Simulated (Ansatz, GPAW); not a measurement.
## Ti: programs and potentials compared

```
Ti
1.0
     2.95000    0.00000    0.00000
    -1.47500    2.55477    0.00000
     0.00000    0.00000    4.68000
Ti
2
Direct
  0.66667 0.33333 0.75000
  0.33333 0.66667 0.25000
```

Alike in all runs: task single point; functional PBE; k mesh 10 × 10 × 6; occupations gaussian, width 0.02 eV; no spin polarisation; no spin-orbit coupling. Pressure is positive in compression and, in plane waves, holds the error of the finite cutoff, which Ansatz's Pulay term estimates and takes out.

```json
{"program and potentials": "Ansatz, Ansatz PAW", "plane-wave cutoff (eV)": "420", "notes": "-", "pressure (GPa)": "-1.43"}
{"program and potentials": "Ansatz, all-electron LAPW, scalar-relativistic", "plane-wave cutoff (eV)": "-", "notes": "-", "pressure (GPa)": "-1.44"}
{"program and potentials": "GPAW, GPAW PAW data sets (gpaw-data 1.2.1)", "plane-wave cutoff (eV)": "600", "notes": "-", "pressure (GPa)": "-1.98"}
```

The pressure spans -1.98 (GPAW, GPAW PAW data sets (gpaw-data 1.2.1)) to -1.43 GPa (Ansatz, Ansatz PAW), with all-electron results at -1.44.

Differences between rows come from potentials, basis sets and numerical settings, since the functional is the same but for its coding. Runs on potential files found faulty are left out.
